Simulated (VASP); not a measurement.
These are r2SCAN meta-GGA, VASP's PBE PAW potentials (set 64) (plane waves; VASP 6.6.1) values and carry that method's errors.

VASP input:

INCAR:
```
ALGO = Normal
EDIFF = 1E-7
ENCUT = 520
ISIF = 2
ISMEAR = -5
LASPH = .TRUE.
LCHARG = .FALSE.
LEFG = .TRUE.
LMIXTAU = .TRUE.
LORBIT = 11
LREAL = .FALSE.
LWAVE = .FALSE.
METAGGA = R2SCAN
NEDOS = 601
NELM = 100
PREC = Accurate
SYSTEM = Li2O
```

### KPOINTS_OPT
```
k-points along high-symmetry lines
10
Line-mode
Reciprocal
  0.000000   0.000000   0.000000 ! GAMMA
  0.500000   0.000000   0.500000 ! X

  0.500000   0.000000   0.500000 ! X
  0.625000   0.250000   0.625000 ! U

  0.375000   0.375000   0.750000 ! K
  0.000000   0.000000   0.000000 ! GAMMA

  0.000000   0.000000   0.000000 ! GAMMA
  0.500000   0.500000   0.500000 ! L

  0.500000   0.500000   0.500000 ! L
  0.500000   0.250000   0.750000 ! W

  0.500000   0.250000   0.750000 ! W
  0.500000   0.000000   0.500000 ! X
```

**KPOINTS**
```
Automatic mesh
0
Gamma
9 9 9
0 0 0
```

### POSCAR
```
Li2O
1
   -0.0000000000     2.2911441095     2.2911441095
    2.2911441095    -0.0000000000     2.2911441095
    2.2911441095     2.2911441095     0.0000000000
Li O
2 1
Direct
  0.2500000000   0.2500000000   0.2500000000
  0.7500000000   0.7500000000   0.7500000000
  0.0000000000   1.0000000000   1.0000000000
```

POTCAR, in this order: Li_sv O (PBE.64 set). Program: vasp_std.

The resulting files:

File OUTCAR:
```
 ion  position               nearest neighbor table
   1  0.250  0.250  0.250-   3 1.98   3 1.98   3 1.98   3 1.98   2 2.29   2 2.29   2 2.29   2 2.29
                             2 2.29   2 2.29
   2  0.750  0.750  0.750-   3 1.98   3 1.98   3 1.98   3 1.98   1 2.29   1 2.29   1 2.29   1 2.29
                             1 2.29   1 2.29
   3  0.000  0.000  0.000-   1 1.98   2 1.98   2 1.98   2 1.98   2 1.98   1 1.98   1 1.98   1 1.98
  LATTYP: Found a face centered cubic cell.
 ALAT       =     4.5822882190
 Subroutine PRICEL returns:
 Original cell was already a primitive cell.
 Subroutine GETGRP returns: Found 48 space group operations
The static configuration has the point symmetry O_h .
The dynamic configuration has the point symmetry O_h .
 Subroutine INISYM returns: Found 48 space group operations
 Subroutine IBZKPT returns following result:
 Found     35 irreducible k-points:

 Following reciprocal coordinates:
            Coordinates               Weight
  0.000000  0.000000  0.000000      1.000000
  0.111111  0.000000  0.000000      8.000000
  0.222222  0.000000  0.000000      8.000000
  0.333333  0.000000  0.000000      8.000000
  0.444444  0.000000  0.000000      8.000000
  0.111111  0.111111  0.000000      6.000000
  0.222222  0.111111  0.000000     24.000000
  0.333333  0.111111  0.000000     24.000000
  0.444444  0.111111  0.000000     24.000000
 -0.444444  0.111111  0.000000     24.000000
 -0.333333  0.111111  0.000000     24.000000
 -0.222222  0.111111  0.000000     24.000000
 -0.111111  0.111111  0.000000     12.000000
  0.222222  0.222222  0.000000      6.000000
  0.333333  0.222222  0.000000     24.000000
  0.444444  0.222222  0.000000     24.000000
 -0.444444  0.222222  0.000000     24.000000
 -0.333333  0.222222  0.000000     24.000000
 -0.222222  0.222222  0.000000     12.000000
  0.333333  0.333333  0.000000      6.000000
  0.444444  0.333333  0.000000     24.000000
 -0.444444  0.333333  0.000000     24.000000
 -0.333333  0.333333  0.000000     12.000000
  0.444444  0.444444  0.000000      6.000000
 -0.444444  0.444444  0.000000     12.000000
  0.333333  0.222222  0.111111     24.000000
  0.444444  0.222222  0.111111     48.000000
 -0.444444  0.222222  0.111111     48.000000
  0.444444  0.333333  0.111111     24.000000
 -0.444444  0.333333  0.111111     48.000000
 -0.333333  0.333333  0.111111     48.000000
 -0.222222  0.333333  0.111111     24.000000
 -0.444444  0.444444  0.111111     24.000000
 -0.333333  0.444444  0.111111     24.000000
 -0.333333  0.444444  0.222222     24.000000
   k-points           NKPTS =     35   k-points in BZ     NKDIM =     35   number of bands    NBANDS=     10
   number of dos      NEDOS =    601   number of ions     NIONS =      3
   total plane-waves  NPLWV =  13824
   dimension x,y,z NGX =    24 NGY =   24 NGZ =   24
   dimension x,y,z NGXF=    48 NGYF=   48 NGZF=   48
   ions per type =               2   1
   PREC   = accura    normal or accurate (medium, high low for compatibility)
   ISTART =      0    job   : 0-new  1-cont  2-samecut
   ICHARG =      2    charge: 1-file 2-atom 10-const
   ISPIN  =      1    spin polarized calculation?
   LNONCOLLINEAR =      F non collinear calculations
   LSORBIT =      F    spin-orbit coupling
   INIWAV =      1    electr: 0-lowe 1-rand  2-diag
   ENCUT  =  520.0 eV  38.22 Ry    6.18 a.u.   6.02  6.02  6.02*2*pi/ulx,y,z
   NELM   =    100;   NELMIN=  2; NELMDL= -5     # of ELM steps
   EDIFF  = 0.1E-06   stopping-criterion for ELM
   LREAL  =      F    real-space projection
   NLSPLINE    = F    spline interpolate recip. space projectors
   LMAXMIX     =    2 max onsite mixed and CHGCAR
   VOSKOWN=      0    Vosko Wilk Nusair interpolation
   EDIFFG = 0.1E-05   stopping-criterion for IOM
...
```

### OSZICAR
```
       N       E                     dE             d eps       ncg     rms          rms(c)
DAV:   1     0.403302440366E+02    0.40330E+02   -0.65980E+03   700   0.136E+03
DAV:   2    -0.153396294058E+02   -0.55670E+02   -0.54515E+02   796   0.252E+02
DAV:   3    -0.213857609907E+02   -0.60461E+01   -0.60227E+01  1326   0.669E+01
DAV:   4    -0.214467394676E+02   -0.60978E-01   -0.60941E-01   920   0.833E+00
DAV:   5    -0.214471707691E+02   -0.43130E-03   -0.43129E-03  1062   0.534E-01    0.676E+00
DAV:   6    -0.168395574743E+02    0.46076E+01   -0.43453E+00   896   0.157E+01    0.208E+00
DAV:   7    -0.168973516170E+02   -0.57794E-01   -0.10857E+00   848   0.844E+00    0.208E+00
DAV:   8    -0.193112762863E+02   -0.24139E+01   -0.35764E+00  1010   0.146E+01    0.285E+00
DAV:   9    -0.168629558778E+02    0.24483E+01   -0.18909E+00  1108   0.108E+01    0.725E-01
DAV:  10    -0.168336106689E+02    0.29345E-01   -0.18787E-01   854   0.434E+00    0.309E-01
DAV:  11    -0.168254735585E+02    0.81371E-02   -0.16444E-02   816   0.127E+00    0.370E-01
DAV:  12    -0.168284945800E+02   -0.30210E-02   -0.17241E-02   802   0.138E+00    0.746E-02
DAV:  13    -0.168295755993E+02   -0.10810E-02   -0.48568E-04   822   0.269E-01    0.405E-02
DAV:  14    -0.168293704965E+02    0.20510E-03   -0.11943E-04   768   0.158E-01    0.438E-02
DAV:  15    -0.168298599280E+02   -0.48943E-03   -0.24187E-04   740   0.203E-01    0.765E-03
DAV:  16    -0.168299048795E+02   -0.44951E-04   -0.35534E-05   756   0.890E-02    0.190E-03
DAV:  17    -0.168298990282E+02    0.58513E-05   -0.27395E-06   842   0.261E-02    0.145E-03
DAV:  18    -0.168298947943E+02    0.42339E-05   -0.33331E-06   748   0.251E-02    0.497E-04
DAV:  19    -0.168298986552E+02   -0.38609E-05   -0.27169E-07   766   0.736E-03    0.438E-04
DAV:  20    -0.168298996195E+02   -0.96426E-06   -0.50776E-08   862   0.270E-03    0.174E-04
DAV:  21    -0.168299005495E+02   -0.93002E-06   -0.16858E-08   418   0.166E-03    0.277E-05
DAV:  22    -0.168299006119E+02   -0.62455E-07   -0.26864E-09   404   0.570E-04
   1 F= -.16829901E+02 E0= -.16829901E+02  d E =0.000000E+00
       N       E                     dE             ncg
       N       E                     dE             ncg
```

**OUTCAR**
```
------------------------ aborting loop because EDIFF is reached ----------------------------------------
  FORCE on cell =-STRESS in cart. coord.  units (eV):
  Direction    XX          YY          ZZ          XY          YZ          ZX
  --------------------------------------------------------------------------------------
  Total       -0.0607482     -0.0607482     -0.0607482     -0.0000000      0.0000000     -0.0000000
  in kB       -4.0462866     -4.0462866     -4.0462866     -0.0000000      0.0000000     -0.0000000
  external PRESSURE =      -4.0462866 kB  Pullay stress =       0.0000000 kB
  volume of cell :       24.05
      direct lattice vectors                 reciprocal lattice vectors
     0.000000000  2.291144109  2.291144109    -0.218231580  0.218231580  0.218231580
     2.291144109  0.000000000  2.291144109     0.218231580 -0.218231580  0.218231580
     2.291144109  2.291144109  0.000000000     0.218231580  0.218231580 -0.218231580
 POSITION                                       TOTAL-FORCE (eV/Angst)
 -----------------------------------------------------------------------------------
      1.14557      1.14557      1.14557         0.000000     -0.000000     -0.000000
      3.43672      3.43672      3.43672        -0.000000      0.000000      0.000000
      0.00000      0.00000      0.00000         0.000000     -0.000000      0.000000
 -----------------------------------------------------------------------------------
    total drift:                               -0.000000      0.000000      0.000000
  FREE ENERGIE OF THE ION-ELECTRON SYSTEM (eV)
  ---------------------------------------------------
  free  energy   TOTEN  =       -16.8299006119 eV

  energy  without entropy=      -16.8299006119  energy(sigma->0) =      -16.82990061

 total charge

# of ion       s       p       d       tot
------------------------------------------
    1        2.033   0.036   0.000   2.069
    2        2.033   0.036   0.000   2.069
    3        1.538   3.535   0.000   5.073
--------------------------------------------------
tot          5.604   3.607   0.000   9.211

 Electric field gradients after diagonalization (V/A^2)
 (convention: |V_zz| > |V_xx| > |V_yy|)
----------------------------------------------------------------------
 ion       V_xx      V_yy      V_zz     asymmetry (V_yy - V_xx)/ V_zz
----------------------------------------------------------------------
   1      -0.006    -0.006     0.012       0.000
   2      -0.006    -0.006     0.012       0.000
   3      -0.003    -0.003     0.006       0.000
```
(Selected blocks of OUTCAR.)

File OUTCAR:
```
 val. band max:        1.0687889054   @ k =   0.0000   0.0000   0.0000

 cond. band min:       6.8907428750   @ k =   0.4444   0.4444   0.0000


 Fermi energy:         1.0907356050

 k-point     1 :       0.0000    0.0000    0.0000
  band No.  band energies     occupation
      1     -43.1950      2.00000
      2     -42.8503      2.00000
      3     -15.3411      2.00000
      4       1.0688      2.00000
      5       1.0688      2.00000
      6       1.0688      2.00000
      7       7.3631      0.00000
      8      14.3169      0.00000
      9      14.3169      0.00000
     10      14.3173      0.00000

 k-point     2 :       0.1111    0.0000    0.0000
  band No.  band energies     occupation
      1     -43.1826      2.00000
      2     -42.8591      2.00000
      3     -15.3194      2.00000
      4       0.6654      2.00000
      5       1.0100      2.00000
      6       1.0101      2.00000
      7       7.6888      0.00000
      8      14.3447      0.00000
      9      14.4997      0.00000
     10      14.5001      0.00000

 k-point     3 :       0.2222    0.0000    0.0000
  band No.  band energies     occupation
      1     -43.1481      2.00000
      2     -42.8849      2.00000
      3     -15.2621      2.00000
      4      -0.2334      2.00000
      5       0.8682      2.00000
      6       0.8683      2.00000
      7       8.5127      0.00000
      8      14.2204      0.00000
      9      14.7512      0.00000
     10      14.7516      0.00000

 k-point     4 :       0.3333    0.0000    0.0000
  band No.  band energies     occupation
      1     -43.0973      2.00000
      2     -42.9258      2.00000
      3     -15.1931      2.00000
      4      -1.1163      2.00000
      5       0.7177      2.00000
      6       0.7178      2.00000
      7       9.6458      0.00000
      8      13.6159      0.00000
      9      14.5874      0.00000
     10      14.5877      0.00000

 k-point     5 :       0.4444    0.0000    0.0000
...
```

The compound is Li2O in the antifluorite structure. It was relaxed first.
